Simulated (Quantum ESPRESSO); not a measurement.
Crystal: WS2 (Tungstenite).

```
CELL_PARAMETERS angstrom
3.18000 0.00000 0.00000
-1.59000 2.75396 0.00000
0.00000 0.00000 12.50000
ATOMIC_POSITIONS crystal
W 0.66667 0.33333 0.75000
W 0.33333 0.66667 0.25000
S 0.66667 0.33333 0.37500
S 0.33333 0.66667 0.87500
S 0.66667 0.33333 0.12500
S 0.33333 0.66667 0.62500
```

Base run:

```yaml
Program: Quantum ESPRESSO 7.5
Functional: PBE
Potentials_or_basis: GBRV 1.5 PBE
Cutoff: 612 eV
Density_cutoff: 4898 eV
k_mesh: 10 × 10 × 3
Occupations: fermi-dirac, width 0.05 eV
Spin: no spin polarisation
```

Its results: band gap on the k mesh 1.12 eV, indirect (least direct gap 2.08 eV); pressure 1.9 GPa; largest force 0.160 eV/Å.

**Question.** The run is repeated on the same cell with these changes: functional from PBE to LDA; potentials or basis from GBRV 1.5 PBE to GBRV 1.5 LDA. What comes out?

**Answer.** Band gap on the k mesh 1.04 eV, indirect (least direct gap 2.06 eV); pressure -5.9 GPa; largest force 0.310 eV/Å.

Caveats: spin-orbit coupling is left out, which moves the levels of the heavy elements; this functional lacks dispersion, which binds the layers, so the pressure and a relaxed spacing across them are unreliable (some runs).

A k mesh can miss the band edges.
